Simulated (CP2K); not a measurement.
# MoS2 under changes of volume

One of the cells (18.982 Å³/atom); the others are scaled copies at fixed shape and fractional positions:

```
Mo S
1.0
     3.22746    0.00000    0.00000
    -1.61373    2.79507    0.00000
     0.00000    0.00000    6.31247
Mo S
1 2
Direct
  0.00000 0.00000 0.50000
  0.66667 0.33333 0.74468
  0.33333 0.66667 0.25532
```

Measurements of this composition are mostly on another form, of space group No. 194.

```yaml
Program: CP2K 2026.2
Functional: PBEsol
Potentials_or_basis: POTENTIAL_UZH Mo GTH-PBE-q14, S GTH-PBE-q6; TZVP-MOLOPT-PBE-GTH basis
Density_cutoff: 6123 eV
k_mesh: 9 × 9 × 4
Occupations: fermi-dirac, width 0.05 eV
Spin: no spin polarisation
```

| volume (Å³/atom) | energy over the lowest point (meV/atom) | pressure (GPa) | largest force (eV/Å) |
| --- | --- | --- | --- |
| 17.843 | 20.89 | 7.9 | 1.367 |
| 18.222 | 6.49 | 4.4 | 0.969 |
| 18.602 | 0.00 | 1.2 | 0.602 |
| 18.982 | ? | ? | ? |
| 19.361 | 7.54 | -4.2 | 0.055 |
| 19.741 | 20.18 | -6.4 | 0.347 |
| 20.120 | 37.92 | -8.5 | 0.618 |

**Question.** What does the run at 18.982 Å³/atom give?

**Answer.** Energy over the lowest point 0.59 meV/atom; pressure -1.6 GPa; largest force 0.261 eV/Å.

Worked out: A Birch-Murnaghan fit of order 3 (a polynomial in V^(-2/3)) to the other rows has its minimum at 18.76 Å³/atom with B0 = V·E''(V) = 141 GPa and B' = 4.4 at fixed shape and positions, which overstates the stiffness. It gives 0.59 meV/atom at 18.982 Å³/atom, against the run's 0.59, and -dE/dV = -1.6 GPa, against -1.6.

Energies are extrapolated to zero smearing.

Caveats: the potentials were made for another functional, which shifts forces and pressure; this functional lacks dispersion, which binds the layers, so the pressure and a relaxed spacing across them are unreliable; the basis of atomic orbitals isn't converged, which shifts pressures, moduli and gaps.
